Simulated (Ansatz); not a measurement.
# What internal relaxation does to the elastic constants of Hf2S

Method: DFT PBEsol, scalar-relativistic, plane waves, PAW (Ansatz). Plane waves to 420 eV; Γ-centred k mesh 12×12×4; Fermi-Dirac smearing of 0.15 eV. No spin polarisation.

Equilibrium structure at this level:
```
Hf S
1.0
     3.34021    0.00000    0.00000
    -1.67010    2.89271    0.00000
     0.00000    0.00000   11.70887
Hf S
4 2
Direct
  0.66667 0.33333 0.89872
  0.33333 0.66667 0.39872
  0.66667 0.33333 0.60128
  0.33333 0.66667 0.10128
  0.00000 0.00000 0.75000
  0.00000 0.00000 0.25000
```

In a metal, frequencies and elastic constants depend on the k mesh and the smearing, soft modes and shear constants most. Spin–orbit coupling is left out, which matters for heavy elements. A semilocal functional can close a gap that the real compound has.

Clamped-ion constants (GPa, Voigt order; atoms follow the strain homogeneously):
C11 = 234.3, C12 = 70.7, C13 = 98.6, C22 = 234.3, C23 = 98.6, C33 = 286.6, C44 = 107.2, C55 = 107.2, C66 = 81.8 GPa; the others vanish.

What are the constants once the atoms relax in each strained cell?

## Answers

```
212.8  90.1  99.7   0.0   0.0   0.0
 90.1 212.8  99.7   0.0   0.0   0.0
 99.7  99.7 285.3   0.0   0.0   0.0
  0.0   0.0   0.0 100.4   0.0   0.0
  0.0   0.0   0.0   0.0 100.4   0.0
  0.0   0.0   0.0   0.0   0.0  61.3
```
The Voigt shear modulus goes from 91.7 to 80.5 GPa and the Voigt bulk modulus from 143.4 to 143.3 GPa. Relaxation subtracts ΛᵀK⁻¹Λ/V, with Λ the forces that a strain puts on the atoms and K the zone-centre force constants. At a stable cell this can only lower the diagonal constants, and it acts only for strains that share their symmetry with an optical mode; elsewhere, and where the coupling is weak, the constants hardly move.